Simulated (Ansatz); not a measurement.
Input of an Ansatz 0.2.0 run:

Contents of input.yaml:

```yaml
crystal:
  lattice:
    - [0.0, 2.3495, 2.3495]
    - [2.3495, 0.0, 2.3495]
    - [2.3495, 2.3495, 0.0]
  atoms:
    - { symbol: Cd, position: [0.0, 0.0, 0.0] }
    - { symbol: O, position: [0.5, 0.5, 0.5] }
hamiltonian:
  xc: pbe
  pseudopotentials: { kind: paw }
kpoints:
  mp_grid: { grid: [13, 13, 13] }
scf:
  occupations: { method: fermi_dirac, width: 0.05 }
output:
  forces: true
  stress: true
  eigenvalues: true
```

Potentials or basis: Ansatz PAW.

Launch:

```sh
$ ansatz run input.yaml --threads 2 --pin off --max-ram 5120MiB --backend cpu --events-out ev --progress --plain --runs-dir out
```

(1) Estimate the band gap on the k mesh.

(2) What does it give for the pressure?

## Answers

(1) none (metal or under the smearing width).

(2) 6.1 GPa.

Caveat: the pressure holds a Pulay correction of +0.5 GPa for the finite cutoff; this crystal is a semiconductor, whose small gap the functional closes, so the metal is an error of the method.
